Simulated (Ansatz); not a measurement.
ZnSnN2, ordered on the rocksalt lattice with 4 atoms a cell was relaxed with r2SCAN, strained in 2 ways (changes of length per length), its atoms relaxed again with r2SCAN, and run with HSE06 in the plane-wave code Ansatz. Simulation only: spin-unpolarised, and no claim that this is the phase found in nature.

Biaxial -0.79 % in x and y, z held. Input:
```yaml
crystal:
  lattice:
    - [1.5711760436, 0.9071189117, 5.1498174729]
    - [-1.5711760436, 0.9071189117, 5.1498174729]
    - [0.0, -1.8142378234, 5.1498174729]
  atoms:
    - { symbol: Zn, position: [1.0, 0.0, 0.0] }
    - { symbol: Sn, position: [0.5, 0.5, 0.5] }
    - { symbol: "N", position: [0.2466549347, 0.2466549347, 0.2466549347] }
    - { symbol: "N", position: [0.7533450653, 0.7533450653, 0.7533450653] }
kpoints:
  mp_grid: { grid: [6, 6, 6] }
  band_path:
    path:
      - [0.0, 0.0, 0.0]
      - [0.5, 0.5, 0.5]
      - [0.8123176938, 0.1876823062, 0.5]
      - [0.5, -0.1876823062, 0.1876823062]
      - [0.5, 0.0, 0.0]
      - [0.3438411531, -0.3438411531, 0.0]
      - [0.6561588469, 0.0, 0.3438411531]
      - [0.5, 0.0, 0.5]
      - [0.0, 0.2, -0.2]
    npoints: 1
hamiltonian:
  xc: hse06
scf:
  occupations: { method: fixed }
  n_extra_bands: 5
output:
  forces: true
  stress: true
  eigenvalues: true
```

Main results, then levels in eV from the Fermi energy at the points of the path (names of the unstrained zone, bands numbered from 0):
```
Crystal: 4 atoms, lattice volume = 44.038 Å³
Basis set: ecut = 420 eV, 845 PW (Γ), FFT grids on a1−a3, a2−a3, a3
Symmetry: 12 space group operations
Space group: R-3m (ITA 166)
k-points: 32 of 216
Free energy (F): -10113.853721 eV
Fermi energy:    12.354005 eV
--- Forces (eV/Å), atoms counted from 1 ---
  atom   1  Zn      0.00000      0.00000      0.00000
  atom   2  Sn      0.00000      0.00000      0.00000
  atom   3  N       0.00000      0.00000    -0.23628
  atom   4  N       0.00000      0.00000      0.23628
--- Stress (GPa, compression-positive) ---
        2.452651       0.000000       0.000000
        0.000000       2.452651       0.000000
        0.000000       0.000000       0.005113
  P = ⅓ Tr σ = 1.6368 GPa (16.368 kbar)
```
```tsv
point	band_15	band_16	band_17	band_18	band_19	band_20
Γ	-0.813	-0.088	-0.088	2.131	4.831	10.060
T	-0.596	-0.455	-0.455	4.649	5.275	9.485
H₂	-3.865	-1.614	-1.536	5.474	6.114	8.837
H₀	-3.865	-1.614	-1.536	5.474	6.114	8.837
L	-2.804	-2.301	-1.293	4.591	5.863	8.587
S₀	-3.708	-1.826	-1.441	5.296	6.887	8.324
S₂	-3.708	-1.826	-1.441	5.296	6.887	8.324
F	-3.060	-0.042	0.000	2.185	4.952	8.929
(0,0.200,-0.200)	-3.022	-2.532	0.056	6.199	6.822	9.260
```

The HSE06 gap is indirect, 2.07 eV (Γ–S₀ (0.58 of the way from Γ) to Γ), below the direct gap of 2.19 eV at F. (Of the valleys that strain may split, one alone was solved off the mesh, so this is an upper bound.) With the atoms held, the mean pressure is +1.6 GPa (compression positive). (The program warns that its thresholds are loose for a hybrid's stress.)

Isotropic +5.57 % on every length. These blocks change:
```yaml
crystal:
  lattice:
    - [1.6718985477, 0.9652710765, 5.4366623062]
    - [-1.6718985477, 0.9652710765, 5.4366623062]
    - [0.0, -1.9305421533, 5.4366623061]
  atoms:
    - { symbol: Zn, position: [1.0, 0.0, 0.0] }
    - { symbol: Sn, position: [0.5, 0.5, 0.5] }
    - { symbol: "N", position: [0.2429399986, 0.2429399986, 0.2429399986] }
    - { symbol: "N", position: [0.7570600014, 0.7570600014, 0.7570600014] }
scf:
  occupations: { method: fermi_dirac, width: 0.02 }
  n_extra_bands: 5
```

```
Crystal: 4 atoms, lattice volume = 52.643 Å³
Basis set: ecut = 420 eV, 1033 PW (Γ), FFT grids on a1−a3, a2−a3, a3
Symmetry: 12 space group operations
Space group: R-3m (ITA 166)
k-points: 32 of 216
Free energy (F): -10113.195407 eV
Fermi energy:    9.779297 eV
--- Forces (eV/Å), atoms counted from 1 ---
  atom   1  Zn      0.00000      0.00000      0.00000
  atom   2  Sn      0.00000      0.00000      0.00000
  atom   3  N       0.00000      0.00000    -0.18958
  atom   4  N       0.00000      0.00000      0.18958
--- Stress (GPa, compression-positive) ---
      -23.954634       0.000000       0.000000
        0.000000     -23.954634       0.000000
        0.000000       0.000000     -19.837633
  P = ⅓ Tr σ = -22.5823 GPa (-225.823 kbar)
```
```tsv
point	band_15	band_16	band_17	band_18	band_19	band_20
Γ	-0.761	-0.487	-0.487	0.218	3.882	7.827
T	-0.858	-0.665	-0.665	2.998	3.836	7.625
H₂	-3.622	-1.572	-1.417	4.364	4.571	7.711
H₀	-3.622	-1.572	-1.417	4.364	4.571	7.711
L	-2.483	-2.426	-1.189	3.362	4.299	7.454
S₀	-3.543	-1.722	-1.369	4.111	5.236	7.264
S₂	-3.543	-1.722	-1.369	4.111	5.236	7.264
F	-2.630	-0.381	-0.367	1.034	4.159	7.565
(0,0.200,-0.200)	-2.897	-2.361	-0.227	4.622	5.148	7.685
```

With HSE06 the valence top lies at Γ–S₀ (0.58 of the way from Γ) and the conduction bottom at Γ, 0.45 eV higher; the smallest vertical gap, at Γ, is 0.71 eV. With the atoms held, the mean pressure is -22.6 GPa (compression positive). (The program warns that its thresholds are loose for a hybrid's stress.)

No spin-orbit coupling is included; it can move band edges with weight on the heavy atoms by tenths of an eV.
